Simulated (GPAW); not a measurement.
Crystal: CaO.

```xyz
2
Lattice="0.0000 2.4036 2.4036 2.4036 0.0000 2.4036 2.4036 2.4036 0.0000" Properties=species:S:1:pos:R:3 pbc="T T T"
Ca    0.0000    0.0000    0.0000
O     2.4036    2.4036    2.4036
```

The cell is a database's computed one.

Base run:

- Program: GPAW 26.7.0
- Functional: r2SCAN
- Potentials or basis: GPAW PAW data sets (gpaw-data 1.2.1)
- Cutoff: 800 eV
- Basis: pw
- k mesh: 8 × 8 × 8
- Occupations: fermi-dirac, width 0.05 eV
- Spin: no spin polarisation

Its results: band gap on the k mesh 4.24 eV, indirect (least direct gap 4.62 eV); pressure 0.0 GPa.

**Question.** The run is repeated on the same cell with these changes: functional from r2SCAN to LDA; potentials or basis from GPAW PAW data sets (gpaw-data 1.2.1) to PAW data sets generated in the run's folder for this functional. What comes out?

**Answer.** Band gap on the k mesh 3.52 eV, indirect (least direct gap 3.90 eV); pressure -6.3 GPa.

Caveats: the PAW data sets were made with another functional, which shifts forces and pressure a little (some runs).
